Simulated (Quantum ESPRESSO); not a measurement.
# NiO (P-6m2) in Quantum ESPRESSO: further runs, part 2 of 2

Quantum ESPRESSO 7.5.

## 3. Energy-loss spectrum, PBEsol

File pw.in:

```
&CONTROL
  calculation = 'scf'
  prefix = 'pwscf'
  outdir = './tmp'
  pseudo_dir = './pseudo'
  tprnfor = .true.
  tstress = .true.
  disk_io = 'low'
/
&SYSTEM
  ibrav = 0
  nat = 2
  ntyp = 2
  ecutwfc = 45
  ecutrho = 360
  nbnd = 19
  occupations = 'smearing'
  smearing = 'fd'
  degauss = 0.00367493
/
&ELECTRONS
  conv_thr = 4d-10
  electron_maxstep = 120
  mixing_beta = 0.9
/
ATOMIC_SPECIES
Ni    58.6934 ni_pbesol_v1.4.uspp.F.UPF
O     15.9990 o_pbesol_v1.2.uspp.F.UPF
CELL_PARAMETERS bohr
   5.2592226813    0.0000000000    0.0000000000
  -2.6296113312    4.5546204378    0.0000000000
   0.0000000000    0.0000000000    5.1327407606
ATOMIC_POSITIONS bohr
Ni     0.0000000000    0.0000000000    0.0000000000
O      2.6296113438    1.5182068126    2.5663703803
K_POINTS automatic
6 6 6 0 0 1
```

File scf2.in:

```
&CONTROL
  calculation = 'scf'
  prefix = 'pwscf'
  outdir = './tmp'
  pseudo_dir = './pseudo'
  tprnfor = .true.
  tstress = .true.
  disk_io = 'low'
/
&SYSTEM
  ibrav = 0
  nat = 2
  ntyp = 2
  ecutwfc = 45
  ecutrho = 360
  nbnd = 19
  occupations = 'smearing'
  smearing = 'fd'
  degauss = 0.00367493
/
&ELECTRONS
  conv_thr = 1d-11
  electron_maxstep = 120
  mixing_beta = 0.9
  startingpot = 'file'
  startingwfc = 'file'
/
ATOMIC_SPECIES
Ni    58.6934 ni_pbesol_v1.4.uspp.F.UPF
O     15.9990 o_pbesol_v1.2.uspp.F.UPF
CELL_PARAMETERS bohr
   5.2592226813    0.0000000000    0.0000000000
  -2.6296113312    4.5546204378    0.0000000000
   0.0000000000    0.0000000000    5.1327407606
ATOMIC_POSITIONS bohr
Ni     0.0000000000    0.0000000000    0.0000000000
O      2.6296113438    1.5182068126    2.5663703803
K_POINTS automatic
6 6 6 0 0 1
```

File eels.in:

```
&LR_INPUT
  prefix = 'pwscf'
  outdir = './tmp'
  restart_step = 5000
  restart = .false.
/
&LR_CONTROL
  calculator = 'lanczos'
  approximation = 'RPA_with_CLFE'
  q1 = 0
  q2 = 0
  q3 = 0.2214689408
  itermax = 800
/
```

File spectrum.in:

```
&LR_INPUT
  prefix = 'pwscf'
  outdir = './tmp'
  eels = .true.
  itermax0 = 800
  itermax = 20000
  extrapolation = 'osc'
  epsil = 0.03
  units = 1
  start = 0
  end = 40
  increment = 0.2
/
```

File spectrum_short.in:

```
&LR_INPUT
  prefix = 'pwscf'
  outdir = './tmp'
  eels = .true.
  itermax0 = 532
  itermax = 20000
  extrapolation = 'osc'
  epsil = 0.03
  units = 1
  start = 0
  end = 40
  increment = 0.2
/
```

Potentials or basis: GBRV 1.5 PBEsol.

Started as:

```sh
$ OMP_NUM_THREADS=1 pw.x -in pw.in > pw.out
$ OMP_NUM_THREADS=1 pw.x -in scf2.in > scf2.out
$ OMP_NUM_THREADS=1 turbo_eels.x -in eels.in > eels.out
$ OMP_NUM_THREADS=1 turbo_spectrum.x -in spectrum.in > spectrum.out
$ OMP_NUM_THREADS=1 turbo_spectrum.x -in spectrum_short.in > spectrum_short.out
```

pw.out:

```text
This program is part of the open-source Quantum ESPRESSO suite
     for quantum simulation of materials; please cite
[... 9 lines left out ...]
     --------------------
     sticks:   dense  smooth     PW     G-vecs:    dense   smooth      PW
     Sum         685     349    109                14131     5013     901

     Using Slab Decomposition

     bravais-lattice index     =            0
     lattice parameter (alat)  =       5.2592  a.u.
     unit-cell volume          =     122.9485 (a.u.)^3
     number of atoms/cell      =            2
     number of atomic types    =            2
     number of electrons       =        24.00
     number of Kohn-Sham states=           19
     kinetic-energy cutoff     =      45.0000  Ry
     charge density cutoff     =     360.0000  Ry
     scf convergence threshold =      4.0E-10
     mixing beta               =       0.9000
     number of iterations used =            8  plain     mixing
     Exchange-correlation= SLA  PW   PSX  PSC
[... 223 lines left out ...]
          k = 0.0000 0.0000 0.0854 (   629 PWs)   bands (ev):

   -88.9753 -49.6503 -49.4515 -49.4515  -6.3603   9.5450   9.8331   9.8331
    11.3424  12.7446  12.7446  13.9540  13.9540  15.5183  28.6343  31.0421
    31.0421  33.2106  35.6499
[... 117 lines left out ...]
   -88.9670 -49.6824 -49.4835 -49.4818  -4.4283   7.2938   7.3025   8.5823
    12.1781  12.9961  13.2061  14.1154  14.7347  20.4012  22.3426  26.9254
    28.8340  28.9079  39.5347

     the Fermi energy is    13.8771 ev

!    total energy              =    -375.21538484 Ry
     estimated scf accuracy    <          1.2E-11 Ry
     smearing contrib. (-TS)   =      -0.00117557 Ry
     internal energy E=F+TS    =    -375.21420927 Ry

     The total energy is F=E-TS. E is the sum of the following terms:
     one-electron contribution =    -219.02979146 Ry
     hartree contribution      =     123.92703315 Ry
     xc contribution           =     -42.28780498 Ry
     ewald contribution        =    -237.82364599 Ry

     convergence has been achieved in  19 iterations

     Forces acting on atoms (cartesian axes, Ry/au):

     atom    1 type  1   force =     0.00000000    0.00000000    0.00000000
     atom    2 type  2   force =     0.00000000    0.00000000    0.00000000

     Total force =     0.000000     Total SCF correction =     0.000000

     Computing stress (Cartesian axis) and pressure

          total   stress  (Ry/bohr**3)                   (kbar)     P=     -108.26
  -0.00063231   0.00000000   0.00000000          -93.02        0.00        0.00
   0.00000000  -0.00063231  -0.00000000            0.00      -93.02       -0.00
   0.00000000  -0.00000000  -0.00094311            0.00       -0.00     -138.74

=------------------------------------------------------------------------------=
   JOB DONE.
=------------------------------------------------------------------------------=
```

It took 5.7 min on 1 thread of Arm Neoverse V2, shared host; peak memory 0.16 GiB.

What came out:

```
Free energy                      : -5105.0654 eV
Pressure                         : -10.8 GPa
Band gap on the k mesh           : none (metal or under the smearing width)
Peak of the energy-loss function : 26.0 eV
```

Energy-loss function at q = [0.0, 0.0, 0.5] (Å⁻¹, cartesian):
```
energy (eV)   loss
        0.0  0.000
        1.8  0.018
        3.4  0.075
        5.2  0.378
        7.0  0.316
        8.6  0.432
       10.4  0.229
       12.2  0.271
       13.8  0.348
       15.6  0.482
       17.4  0.518
       19.0  0.517
       20.8  0.796
       22.4  0.946
       24.2  0.732
       26.0  1.313
       27.6  0.684
       29.4  0.881
       31.2  0.597
       32.8  0.522
       34.6  0.821
       36.4  0.731
       38.0  0.717
       39.8  0.759
```

Caveat: the k mesh is coarse (spacing up to 0.43 Å⁻¹), so the values aren't converged; the Lanczos chain is short for so many electrons, so humps in the spectrum may be artefacts; the run has no spin polarisation, though such a crystal can be magnetic; semilocal functionals often make such compounds metallic where correlation or magnetic order opens a gap, which also shifts bond lengths.
